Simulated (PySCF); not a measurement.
**`O=Cc1ccccc1`, C7H6O**

Geometry (Å), atoms numbered from 1 in this order:
```xyz
14

O     2.839   -1.448   -0.145
C     2.294   -0.380   -0.257
C     0.855   -0.138   -0.097
C     0.330    1.144   -0.252
C    -1.026    1.359   -0.100
C    -1.866    0.300    0.208
C    -1.352   -0.978    0.364
C     0.002   -1.199    0.213
H     2.874    0.534   -0.502
H     0.992    1.965   -0.492
H    -1.433    2.352   -0.220
H    -2.926    0.473    0.327
H    -2.012   -1.799    0.603
H     0.428   -2.185    0.329
```

Theory: quadratic response wB97X-D/aug-cc-pVDZ first hyperpolarisability, Taylor convention, gas phase in PySCF 2.14.0. Geometry: GFN2-xTB.

(1) Give the tensor of the second harmonic β(−2ω;ω,ω) at 800 nm in the axes of these coordinates.

## Answers

(1) In au, Taylor convention; rows are the first index (the induced dipole):
```csv
,xx,yy,zz,xy,xz,yz
x,-393.9,-2.8,+42.8,+61.8,+58.0,-3.2
y,+57.7,-86.1,-30.5,-20.9,-0.4,+8.0
z,+58.1,+5.6,-3.6,-0.9,+37.5,-29.4
```
Norm of βᵢ = ⅓ Σⱼ (βᵢⱼⱼ + βⱼᵢⱼ + βⱼⱼᵢ): 378.7 au, hyper-Rayleigh value 169.8 au.
